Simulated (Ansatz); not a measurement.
# Structure relaxation of Te

Computed with DFT PBE, scalar-relativistic, plane waves, PAW in Ansatz. Cutoff 420 eV, Γ-centred k mesh, Gaussian smearing, no spin polarisation in the final step.

The start puts Te on the iodine structure type (Cmce, No. 64), at a guessed volume.

```xyz
4
Lattice="3.3993 -2.2467 0.0000 3.3993 2.2467 0.0000 0.0000 0.0000 9.1647" Properties=species:S:1:pos:R:3 pbc="T T T"
Te    3.3993   -1.5727    1.0723
Te    3.3993   -0.6740    5.6546
Te    3.3993    1.5727    8.0924
Te    3.3993    0.6740    3.5101
```

Cell and atoms relax at zero pressure; the relaxation can't lower the symmetry of the start. After a coarse first stage the cell is made exact in the group found at 0.06 Å.

Energies count from the standard state of Te at the same level.

Task: Describe the relaxed structure.

Result: It ends in I4/mmm (No. 139). Conventional cell: a = 3.014 Å, c = 8.810 Å. Te has 4 Te at 3.01 Å.

Space group I4/mmm (No. 139). a = 3.014 Å, b = 3.014 Å, c = 8.810 Å, α = 90.00°, β = 90.00°, γ = 90.00°
```csv
atom,site,symmetry,x,y,z
Te,2b,4/mmm,0.5000,0.5000,0.0000
```

Task: What are its volume, energy, density and gap?

Result: The volume per atom is 40.0 Å³, the density is 5.3 g/cm³ and the energy over the standard structure is 0.16 eV/atom. The gap on the 26×26×26 mesh is 0 eV (a metal).

The final run used a 26×26×26 mesh on its 1-atom cell and 0.10 eV smearing. The k mesh leaves about 4 meV/atom of noise in metals. Weakly bound directions are ill-defined at this level, which has no dispersion term. Spin–orbit coupling is left out. A structure relaxed within its symmetry needn't be a true minimum. The steps took roughly 2.8 core-minutes in all.